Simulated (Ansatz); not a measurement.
The parent structure is InCuS2 in the chalcopyrite structure (space group I-42d, No. 122; a = 5.577 Å, c = 11.234 Å). Axes: x, y, z lie along a, b, c of the conventional cell.

All numbers come from DFT with PBE, PAW potentials and a 420 eV plane-wave cutoff in Ansatz (a program for electronic structure), no SOC.

Base values:

| Item | Result |
|---|---|
| Shortest interatomic distance | 2.328 Å |
| Pressure | 0.0 GPa |
| Band gap | zero |

It is then changed as follows: biaxial strain −2.11 %, plane normal [001], relaxed out of plane (Cartesian); in-plane vectors clamped, the third vector and the atoms free.

### Question
Estimate the effect on the shortest interatomic distance.

### Answer
The shortest interatomic distance drops by 0.0119 Å to 2.317 Å.

### Question
How does this affect the energy relative to the base?

### Answer
The energy rises by 4.3 meV/atom.

### Question
Estimate the effect on the pressure.

### Answer
The pressure (mean of the normal stresses, compression positive) goes from zero to 1.0 GPa.

### Question
Predict the new band gap.

### Answer
The band gap is still zero.

A case with no gap was solved on a k-mesh chosen for an insulator, which is coarse for it. Whether these cells are dynamically stable was not tested. The final runs are not spin-polarised. Gaps under 0.05 eV, about the width of the smearing, are given as zero. A zero or small gap of InCuS2 can be the functional's error rather than a property of the material.
